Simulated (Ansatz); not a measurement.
**NMR crystallography of Na2S with an Na vacancy: given against relaxed positions**

Start: a supercell of Na2S (antifluorite type, Fm-3m) built from a Materials Project structure (computed, not necessarily an observed phase), with all atoms left at the host's positions.

Space group F-43m (No. 216); a = 12.9966 Å.

| site | Wyckoff | site symmetry | x | y | z |
| --- | --- | --- | --- | --- | --- |
| Na1 | 24g | 2.mm | 0.7500 | 0.0000 | 0.7500 |
| Na7 | 4b | -43m | 0.0000 | 0.5000 | 0.0000 |
| Na8 | 4d | -43m | 0.7500 | 0.7500 | 0.7500 |
| Na9 | 24f | 2.mm | 0.0000 | 0.7500 | 0.0000 |
| Na15 | 4c | -43m | 0.2500 | 0.2500 | 0.2500 |
| S16 | 16e | .3m | 0.3750 | 0.1250 | 0.3750 |
| S19 | 16e | .3m | 0.8750 | 0.8750 | 0.6250 |

One atom of each set is listed; the run and its k-mesh use a cell of 23 atoms with edges of 9.19, 9.19, 9.19 Å.

Method: Kohn–Sham DFT in Ansatz, PBE, plane waves and PAW, scalar-relativistic, 420 eV cutoff, Γ-centred 3×3×3 k-points, Fermi–Dirac smearing 0.01 eV, cell charge -1.

The largest force at the start is 0.47 eV/Å. Relaxing the ions at fixed cell moves them by 0.207 Å at most (atom 9, Na) and 0.113 Å rms. End positions:

Na1 (0.7500, 0.0022, 0.7500)
Na7 (0.0000, 0.5000, 0.0000)
Na8 (0.7500, 0.7500, 0.7500)
Na9 (0.0000, 0.7659, 0.0000)
Na15 (0.2500, 0.2500, 0.2500)
S16 (0.3710, 0.1290, 0.3710)
S19 (0.8747, 0.8747, 0.6253)

```tsv
site	moved (Å)	first shell before	first shell after	V_zz before (10²¹ V/m²)	η before
Na1	0.029	4 S at 2.81 Å	4 S at 2.77–2.83 Å	0.18	0.37
Na9	0.207	4 S at 2.81 Å	4 S at 2.74–2.94 Å; also 4 Na at 3.26 Å	0.18	0.24
S16	0.089	7 Na at 2.81 Å	7 Na at 2.72–2.77 Å	-2.65	0.00
S19	0.007	8 Na at 2.81 Å	8 Na at 2.81–2.94 Å	0.76	0.00
```

(1) What are V_zz and η after the relaxation?

Results:

(1) 

```csv
site,V_zz after,η after,change of V_zz
Na1,0.20,0.44,+0.02
Na9,-0.73,0.94,–
S16,-1.90,0.00,+0.75
S19,-0.35,0.00,-1.11
```

The largest change of V_zz along a kept axis is on S19, from 0.76 to -0.35. In per cent, |V_zz| changes by -28 on S (all sites that start above 0.5, bar those whose gradient vanishes or changes sign or whose main axis turns by over 40°). On Na1 V_xx and V_yy change places (or their axes turn by over 50°), so the two values of η hide a larger change. V_zz changes sign on S19 (same axis). On Na9 the largest principal value lies along another axis in the second run, so the two V_zz can't be compared directly. Sites without a gradient aren't listed.

The defect repeats with the cell of 23 atoms, so it feels its images: sites between two images don't show the values beside a lone defect, and zeros or small values of η there can come from the images' arrangement. A uniform background compensates the cell's charge.
Before: The neighbours have not yet relaxed around the defect (largest force 0.47 eV/Å), so a real crystal will differ.
